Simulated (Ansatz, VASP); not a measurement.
# Ge and the effect of the dispersion correction

The cell as given:

Symmetry: P4/mmm, No. 123, tetragonal system. Conventional cell: a = 5.241 Å, b = 5.241 Å, c = 2.655 Å, α = 90.00°, β = 90.00°, γ = 90.00°. Ge (site symmetry 4/mmm) is surrounded by 6 Ge at 2.62 to 2.66 Å. Around Ge (site symmetry mmm) lie 4 Ge at 2.62 to 2.66 Å.

This isn't the form of Ge at room conditions, which is diamond.

Kept alike: task relaxation of cell and atoms; functional revPBE; k mesh 5 × 5 × 10; occupations fermi-dirac, width 0.05 eV; no spin polarisation. Program: Ansatz, Ansatz PAW, cutoff 420 eV. The mesh is that of the run's cell of 3 atoms. No spin-orbit coupling.

| dispersion correction | volume (Å³/atom) | first edge of the run's cell (Å) | third edge of the run's cell (Å) |
| --- | --- | --- | --- |
| D3(BJ) | 25.547 | 5.260 | 2.770 |
| D4 | 24.887 | 5.224 | 2.736 |
| none | 24.722 | 5.268 | 2.673 |

The relaxations keep at least the cell's symmetry (P4/mmm). For a metal such a mesh leaves the last digits unconverged. Relaxations stop with a little pressure left, so the last digits of a volume or edge aren't settled. All rows use potentials made for PBE.

Q: What does the dispersion correction change here?

A: The volume runs from 24.722 (none) to 25.547 Å³/atom (D3(BJ)). Against no correction: D3(BJ) +3.3 %; D4 +0.7 %. A larger cell runs against the usual contraction; coefficients that follow the coordination can push outwards. A twin series (VASP, PBE PAW files Ge_d, 600 eV) moves it by -0.8746 between D3(BJ) and none, against -0.8257 Å³/atom here. The first edge of the run's cell runs from 5.224 (D4) to 5.268 Å (none). A twin series (VASP, PBE PAW files Ge_d, 600 eV) moves it by +0.0035 between D3(BJ) and none, against +0.0078 Å here. The third edge of the run's cell runs from 2.673 (none) to 2.770 Å (D3(BJ)). A twin series (VASP, PBE PAW files Ge_d, 600 eV) moves it by -0.0984 between D3(BJ) and none, against -0.0974 Å here.
